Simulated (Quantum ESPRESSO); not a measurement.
Crystal: SiC (Moissanite).

```
Si C
1.0
     3.07600    0.00000    0.00000
    -1.53800    2.66389    0.00000
     0.00000    0.00000    5.04800
Si C
2 2
Direct
  0.66667 0.33333 0.50000
  0.33333 0.66667 0.00000
  0.66667 0.33333 0.88500
  0.33333 0.66667 0.38500
```

| Property | Result |
| --- | --- |
| Program | Quantum ESPRESSO 7.5 |
| Task | single point |
| Functional | PBE |
| Potentials or basis | SSSP 1.3 efficiency PBE |
| Cutoff | 748 eV |
| Density cutoff | 5987 eV |
| k mesh | 10 × 10 × 5 |
| Occupations | fermi-dirac, width 0.05 eV |
| Spin | no spin polarisation |

On this cell: pressure 3.9 GPa; largest force 0.758 eV/Å; band gap on the k mesh 2.48 eV, indirect (least direct gap 4.08 eV).

The same run follows on a disturbed copy (atoms moved at random, drawn with an rms of 0.05 Å):

```
Si C
1.0
     3.07600    0.00000    0.00000
    -1.53800    2.66389    0.00000
     0.00000    0.00000    5.04800
Si C
2 2
Direct
  0.66176 0.32400 0.50824
  0.33440 0.66063 0.00133
  0.68683 0.33924 0.88747
  0.34214 0.66909 0.38002
```

**Question.** What changes?

**Answer.** The energy moves by +8.8 meV/atom; pressure 4.0 GPa; largest force 1.512 eV/Å; band gap on the k mesh 2.35 eV, indirect (least direct gap 3.96 eV).

Forces in eV/Å, atoms in the order of the input:
```
Si   0.494  0.633 -0.324
Si   0.871  0.674  0.949
C   -0.980 -0.723 -0.896
C   -0.386 -0.583  0.271
```

Stress tensor (GPa, compression positive):
```
5.13 1.16 1.56
1.16 4.43 1.50
1.56 1.50 2.40
```

Caveats: an odd mesh through Γ misses points on the zone boundary, where band edges often lie.
